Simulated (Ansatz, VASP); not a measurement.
This is a calculation of Pb for VASP 6.6.1.

Contents of INCAR:

```
PREC = Accurate
ENCUT = 520
EDIFF = 1E-7
ISMEAR = -1
SIGMA = 0.05
LREAL = F
LASPH = T
NELM = 100
ALGO = Normal
ISIF = 2
LWAVE = F
LCHARG = F
GGA = CA
NBANDS = 13
```

File KPOINTS:

```
Automatic mesh
0
Gamma
  9 9 9
```

The input POSCAR:

```
Pb
1.0
   -1.9796595667      1.9796595667      1.9796595667
    1.9796595667     -1.9796595667      1.9796595667
    1.9796595667      1.9796595667     -1.9796595667
Pb
1
Direct
    0.0000000000      0.0000000000      0.0000000000
```

Potentials or basis: VASP PAW LDA potentials, release 64 (Pb_d).

Launch:

```sh
$ cat potpaw_LDA.64/Pb_d/POTCAR > POTCAR
$ mpirun -np 1 vasp_std > vasp.out
```

**Question.** Translate it to Ansatz 0.2.0. Potentials there: all-electron LAPW, scalar-relativistic.

**Answer.** As run (the cutoff follows the program's own potentials):

Contents of input.yaml:

```yaml
crystal:
  lattice:
    - [-1.9796595667, 1.9796595667, 1.9796595667]
    - [1.9796595667, -1.9796595667, 1.9796595667]
    - [1.9796595667, 1.9796595667, -1.9796595667]
  atoms:
    - { symbol: Pb, position: [0.0, 0.0, 0.0] }
kpoints:
  mp_grid: { grid: [9, 9, 9] }
scf:
  occupations: { method: fermi_dirac, width: 0.05 }
hamiltonian:
  xc: lda
  pseudopotentials: { kind: all_electron, lapw: { basis_error: 0.001 } }
output:
  forces: true
  stress: true
  eigenvalues: true
```

Potentials or basis: all-electron LAPW, scalar-relativistic.

Run with:

```sh
$ ansatz run input.yaml --threads 1 --pin off --max-ram 3072MiB --backend cpu --events-out ev --progress --plain --runs-dir out
```

Both were run:

|  | VASP | Ansatz | Ansatz less VASP |
| --- | --- | --- | --- |
| gap on the k mesh at the Fermi level (eV) | none | none | - |
| pressure (GPa) | -3.4 | -3.4 | -0.01 |

A gap of «none» marks a metal or a gap that the smearing closes. Ansatz ran all-electron here, so the differences hold the error of VASP's frozen core and of both bases.

The runs have no spin-orbit coupling, so splittings on Pb are missing.
